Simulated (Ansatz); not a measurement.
## Where the states of SiO2 lie

```yaml
crystal:
  lattice:
    - [0.00000, 2.29036, 2.29036]
    - [2.29036, 0.00000, 2.29036]
    - [2.29036, 2.29036, 0.00000]
  atoms:
    - { symbol: Si, position: [0.00000, 0.00000, 0.00000] }
    - { symbol: O, position: [0.25000, 0.25000, 0.25000] }
    - { symbol: O, position: [0.75000, 0.75000, 0.75000] }
```

The structure comes from a relaxation in the same program, started in the fluorite type, and has space group Fm-3m. Whether it is a known phase or the ground state wasn't checked.

The calculation used DFT, PBE, all-electron LAPW, scalar-relativistic in Ansatz 0.2.0.

Settings: a Γ-centred 12×12×12 k mesh, Fermi–Dirac smearing of 0.05 eV, basis error target 1 meV/atom, no spin polarisation.

States per eV and cell, averaged over 0.4 eV, from -5.8 to 4.0 eV, with energies (bin centres) from the valence-band top; empty bins are left out. The partial columns, the largest 4 alone, are projections on Löwdin-orthogonalised atomic shells (those that the program's projection atoms carry: the occupied ones and, for some elements, an empty d or f shell; other empty shells have no column), summed over atoms of an element. Weights on diffuse s and p shells depend on that basis and aren't pure angular character.

```tsv
E (eV)	total	O 2p	Si 3p	Si 3s	O 2s
-5.7	1.55	1.24	0.20	0.02	0.07
-5.3	1.64	1.31	0.22	0.02	0.08
-4.9	0.55	0.44	0.05	0.01	0.03
-4.5	1.13	0.88	0.14	0.02	0.07
-4.1	1.25	1.03	0.11	0.02	0.07
-3.7	1.15	0.99	0.08	0.01	0.05
-3.3	1.18	1.03	0.08	0.01	0.04
-2.9	1.22	1.08	0.07	0.01	0.04
-2.5	1.32	1.19	0.07	0.01	0.03
-2.1	1.60	1.47	0.07	0.00	0.03
-1.7	1.67	1.57	0.05	0.00	0.02
-1.3	1.77	1.69	0.03	0.00	0.01
-0.9	1.44	1.40	0.01	0.00	0.01
-0.5	0.84	0.83	0.00	0.00	0.00
-0.1	0.34	0.34	0.00	0.00	0.00
2.3	0.09	0.02	0.00	0.04	0.01
2.7	0.22	0.05	0.00	0.11	0.01
3.1	0.36	0.09	0.01	0.18	0.02
3.5	0.54	0.15	0.01	0.27	0.03
3.9	0.63	0.19	0.01	0.32	0.02
```

(1) Which of the resolved shells contributes most in the top eV of the valence band?

## Answers

(1) O 2p, with 98 % of all states there; O 2s follows with 0 %.
